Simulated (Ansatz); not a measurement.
Crystal: Lu.

```
Lu
1.0
    -1.95411    1.95411    1.95411
     1.95411   -1.95411    1.95411
     1.95411    1.95411   -1.95411
Lu
1
Direct
  0.00000 0.00000 0.00000
```

This isn't the form of Lu at room conditions, which is hcp.

* Program: Ansatz 0.2.0
* Task: single point
* Functional: PBE
* Potentials or basis: all-electron LAPW, scalar-relativistic
* Cutoff: 179 eV (chosen from the basis error)
* Basis error allowed: 0.001 eV/atom
* k mesh: 10 × 10 × 10
* Occupations: fermi-dirac, width 0.05 eV
* Spin: no spin polarisation

On this cell: pressure -0.4 GPa; band gap on the k mesh none (metal or under the smearing width).

The same run follows on a disturbed copy (cell strained at random at fixed volume):

```
Lu
1.0
    -1.96151    1.98599    1.95506
     1.97238   -1.98057    1.96051
     1.91614    1.93521   -1.94964
Lu
1
Direct
  0.00287 0.01056 0.00296
```

**Question.** What changes?

**Answer.** The energy (extrapolated to zero smearing) moves by +1.3 meV/atom; pressure -0.4 GPa; band gap on the k mesh none (metal or under the smearing width).

Stress tensor (GPa, compression positive):
```
-0.42  0.60 -0.13
 0.60 -0.37 -0.06
-0.13 -0.06 -0.35
```
